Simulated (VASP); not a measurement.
# PtSe2 in VASP: single point with r2SCAN

Aim: the single point of PtSe2 with r2SCAN.

Program: VASP 6.6.1. These are calculated values, not measurements. Logs are shortened: lines on timing, memory, paths and dates and some standing lists are left out, and cuts for length are marked.

## 1. Starting point

The cell holds a sheet with vacuum, 6 atoms: a = 3.727 Å, b = 3.727 Å, c = 39.100 Å, α = 90.00°, β = 90.00°, γ = 120.00°.

The cell was built by a generator and needn't be a form met in nature.

## 2. Single point, r2SCAN

Contents of POSCAR:

```
PtSe2
1.0
    3.7270000000      0.0000000000      0.0000000000
   -1.8635000000      3.2276766799      0.0000000000
    0.0000000000      0.0000000000     39.0999999982
Se Pt
4 2
Direct
    0.6666666667      0.3333333333      0.2306526627
    0.3333333333      0.6666666667      0.2976258752
    0.6666666667      0.3333333333      0.3583843550
    0.3333333333      0.6666666667      0.4253575675
    0.0000000000      0.0000000000      0.2645543091
    0.0000000000      0.0000000000      0.3914559211
```

Contents of INCAR.step1:

```
SYSTEM = PtSe2
PREC     = Accurate       ! precision mode
ENCUT    = 520            ! plane-wave cutoff, eV
ISMEAR   = 0              ! smearing method
SIGMA    = 0.01           ! smearing width, eV
LREAL    = .False.        ! projectors in reciprocal space
LASPH    = .True.         ! aspherical terms in the spheres
NELM     = 100            ! most SCF steps
LDIPOL   = .True.       
IDIPOL   = 3            
DIPOL    = 0.5 0.5 0.328
NBANDS   = 31             ! bands
GGA      = PE             ! functional
ALGO     = Normal         ! electronic algorithm
EDIFF    = 1E-4           ! SCF threshold, eV
LWAVE    = .True.         ! write WAVECAR
LCHARG   = .False.        ! write CHGCAR
```

Contents of INCAR.step2:

```
SYSTEM = PtSe2
PREC     = Accurate       ! precision mode
ENCUT    = 520            ! plane-wave cutoff, eV
EDIFF    = 1E-6           ! SCF threshold, eV
ISMEAR   = 0              ! smearing method
SIGMA    = 0.01           ! smearing width, eV
LREAL    = .False.        ! projectors in reciprocal space
LASPH    = .True.         ! aspherical terms in the spheres
NELM     = 100            ! most SCF steps
ALGO     = Normal         ! electronic algorithm
ISIF     = 2              ! what is computed and relaxed
LWAVE    = .False.        ! write WAVECAR
LCHARG   = .False.        ! write CHGCAR
LDIPOL   = .True.       
IDIPOL   = 3            
DIPOL    = 0.5 0.5 0.328
METAGGA  = R2SCAN         ! meta-GGA
LMIXTAU  = .True.       
NBANDS   = 31             ! bands
ISTART   = 1
```

Contents of KPOINTS:

```
regular mesh
0
Gamma
  12 12 1
  0 0 0
```

Potentials or basis: VASP PAW PBE potentials, release 64 (Se, Pt).

The run is started by

```sh
cat potpaw_PBE.64/Se/POTCAR potpaw_PBE.64/Pt/POTCAR > POTCAR
cp INCAR.step1 INCAR
mpirun -np 1 vasp_std > vasp.out
cp INCAR.step2 INCAR
mpirun -np 1 vasp_std > vasp.out
```

OUTCAR:

```text
SYSTEM = PtSe2
   PREC = Accurate
   ENCUT = 520
   EDIFF = 1E-6
   ISMEAR = 0
   LREAL = .False.
   LASPH = .True.
   NELM = 100
   ISIF = 2
   METAGGA = R2SCAN
   ISTART = 1

 ion  position               nearest neighbor table
   1  0.667  0.333  0.231-   5 2.53   5 2.53   5 2.53
   2  0.333  0.667  0.298-   5 2.51   5 2.51   5 2.51
   3  0.667  0.333  0.358-   6 2.51   6 2.51   6 2.51
   4  0.333  0.667  0.425-   6 2.53   6 2.53   6 2.53
   5  0.000  0.000  0.265-   2 2.51   2 2.51   2 2.51   1 2.53   1 2.53   1 2.53
   6  0.000  0.000  0.391-   3 2.51   3 2.51   3 2.51   4 2.53   4 2.53   4 2.53

  LATTYP: Found a hexagonal cell.
 ALAT       =     3.7270000000
 C/A-ratio  =    10.4910115369

  Lattice vectors:

 A1 = (   3.7270000000,   0.0000000000,   0.0000000000)
 A2 = (  -1.8635000000,   3.2276766799,   0.0000000000)
 A3 = (   0.0000000000,   0.0000000000,  39.0999999982)

Analysis of symmetry for initial positions (statically):
=====================================================================
 Subroutine PRICEL returns:
 Original cell was already a primitive cell.

 Routine SETGRP: Setting up the symmetry group for a
 hexagonal supercell.

 Subroutine GETGRP returns: Found 12 space group operations
 (whereof  6 operations were pure point group operations)
 out of a pool of 24 trial point group operations.

The static configuration has the point symmetry C_3v.
 The point group associated with its full space group is D_3d.

Analysis of symmetry for dynamics (positions and initial velocities):
=====================================================================
 Subroutine PRICEL returns:
 Original cell was already a primitive cell.

 Routine SETGRP: Setting up the symmetry group for a
 hexagonal supercell.

 Subroutine GETGRP returns: Found 12 space group operations
 (whereof  6 operations were pure point group operations)
 out of a pool of 24 trial point group operations.

The dynamic configuration has the point symmetry C_3v.
 The point group associated with its full space group is D_3d.

 Subroutine INISYM returns: Found 12 space group operations
 (whereof  6 operations are pure point group operations),
 and found     1 'primitive' translations

----------------------------------------------------------------------------------------

                                     Primitive cell

  volume of cell :     470.3554

[... 99 lines left out ...]
   TEBEG  =    0.0;   TEEND  =   0.0 temperature during run
   PSTRESS=    0.0 pullay stress
   NELECT =      44.0000    total number of electrons
   NUPDOWN=      -1.0000    fix difference up-down
   EMIN   =  10.00;   EMAX   =-10.00  energy-range for DOS
   EFERMI =   0.00;   METHOD = LEGACY
   ISMEAR =     0;   SIGMA  =   0.01  broadening in eV -4-tet -1-fermi 0-gaus
   EFERMI_NEDOS =   21; number of points for ismear=-14 and -15
   IALGO  =     38    algorithm
   IMIX   =      4    mixing-type and parameters
     AMIX     =   0.40;   BMIX     =  1.00
     AMIX_MAG =   1.60;   BMIX_MAG =  1.00
  volume/ion in A,a.u.               =      78.39       529.02
  Fermi-wavevector in a.u.,A,eV,Ry     =   0.743162  1.404373  7.514364  0.552290
  Thomas-Fermi vector in A             =   1.838213
   LORBIT       =      0    0 simple, 1 ext, 2 COOP (PROOUT), +10 PAW based schemes
   METAGGA = R2SCAN    functional components
   LHFCALC =     F    Hartree Fock is set to
   AEXX    =    0.0000 exact exchange contribution
   IVDW    =     0    specifies the selected vdW correction
   LEPSILON=     F    determine dielectric tensor
   LRPA    =     F    only Hartree local field effects (RPA)
 non-spin polarized calculation
 Gauss-broadening in eV      SIGMA  =   0.01
  energy-cutoff  :      520.00
  volume of cell :      470.36
 maximum number of plane-waves:     12719
 NGX is ok and might be reduce to    28
   NGX = 13   NGY = 13   NGZ =145

 dipolmoment           0.000000      0.000000      0.000001 electrons x Angstroem

 number of electron      43.9999995 magnetization

 dipolmoment           0.000000      0.000000     -0.000002 electrons x Angstroem

 Free energy of the ion-electron system (eV)
  ---------------------------------------------------
  ext. energy  EPLUGINS =         0.00000000
  ---------------------------------------------------
  free energy    TOTEN  =      -162.85391985 eV

  energy without entropy =     -162.85391985  energy(sigma->0) =     -162.85391985

 E-fermi :  -2.1012     XC(G=0):  -3.1789

 val. band max:       -2.1694193689   @ k =   0.0833   0.0000   0.0000
 cond. band min:      -1.7751135865   @ k =   0.2500   0.0000   0.0000
 fundamental gap:      0.3943057824
 Fermi energy:        -2.1011558382

 k-point     1 :       0.0000    0.0000    0.0000
  band No.  band energies     occupation
      1     -18.0516      2.00000
      2     -17.5578      2.00000
      3     -16.1739      2.00000
      4     -15.5303      2.00000
      5      -8.9950      2.00000
      6      -8.4676      2.00000
[... 635 lines left out ...]
     30       5.7567      0.00000
     31       6.1677      0.00000

------------------------ aborting loop because EDIFF is reached ----------------------------------------

 vacuum level on the upper side and lower side of the slab       (xc-potential included)        -0.016        -0.017

  FORCE on cell =-STRESS in cart. coord.  units (eV):
  Direction    XX          YY          ZZ          XY          YZ          ZX
  --------------------------------------------------------------------------------------
  -------------------------------------------------------------------------------------
  Total        0.3711396      0.3711396      0.6553719     -0.0000000      0.0000000     -0.0000000
  in kB        1.2642171      1.2642171      2.2324009     -0.0000000      0.0000000     -0.0000000
  external PRESSURE =       1.5869451 kB  Pullay stress =       0.0000000 kB

 VOLUME and BASIS-vectors are now :
 -----------------------------------------------------------------------------
  energy-cutoff  :      520.00
  volume of cell :      470.36
      direct lattice vectors                 reciprocal lattice vectors
     3.727000000  0.000000000  0.000000000     0.268312316  0.154910188  0.000000000
    -1.863500000  3.227676680  0.000000000     0.000000000  0.309820375  0.000000000
     0.000000000  0.000000000 39.099999998     0.000000000  0.000000000  0.025575448

 POSITION                                       TOTAL-FORCE (eV/Angst)
 -----------------------------------------------------------------------------------
      1.86350      1.07589      9.01852         0.000000      0.000000      0.057335
     -0.00000      2.15178     11.63717        -0.000000     -0.000000     -0.275915
      1.86350      1.07589     14.01283        -0.000000      0.000000      0.275915
     -0.00000      2.15178     16.63148         0.000000      0.000000     -0.057335
      0.00000      0.00000     10.34407        -0.000000      0.000000     -0.091655
      0.00000      0.00000     15.30593         0.000000     -0.000000      0.091655
 -----------------------------------------------------------------------------------
    total drift:                                0.000001     -0.000000     -0.000067

  FREE ENERGIE OF THE ION-ELECTRON SYSTEM (eV)
  ---------------------------------------------------
  free  energy   TOTEN  =      -162.8539198477 eV

  energy  without entropy=     -162.8539198477  energy(sigma->0) =     -162.85391985

 vacuum level on the upper side and lower side of the slab         2.878         2.877
```

OUTCAR.step1:

```text
SYSTEM = PtSe2
   PREC = Accurate
   ENCUT = 520
   ISMEAR = 0
   LREAL = .False.
   LASPH = .True.
   NELM = 100
[... 883 lines left out ...]
      0.00000      0.00000     10.34407         0.000000      0.000000     -0.113054
      0.00000      0.00000     15.30593        -0.000000      0.000000      0.113054
 -----------------------------------------------------------------------------------
    total drift:                               -0.000000      0.000000     -0.000522

  FREE ENERGIE OF THE ION-ELECTRON SYSTEM (eV)
  ---------------------------------------------------
  free  energy   TOTEN  =       -28.4867688067 eV

  energy  without entropy=      -28.4867688067  energy(sigma->0) =      -28.48676881

 vacuum level on the upper side and lower side of the slab         2.677         2.673
```

Wall time 12 min (1 thread of Intel Xeon 6975P-C (Granite Rapids), shared host); peak memory 0.7 GiB.

What came out:

| Item | Value |
| --- | --- |
| Free energy | -162.8539 eV |
| Largest force | 0.276 eV/Å |
| Band gap on the k mesh | 0.39 eV, indirect (least direct gap 1.08 eV) |

Forces on the atoms (eV/Å):
```
Se   0.000  0.000  0.057
Se   0.000  0.000 -0.276
Se   0.000  0.000  0.276
Se   0.000  0.000 -0.057
Pt   0.000  0.000 -0.092
Pt   0.000  0.000  0.092
```

Caveat: the PAW data sets were made with another functional, which shifts forces and pressure a little; spin-orbit coupling is left out, which moves the levels of the heavy elements.
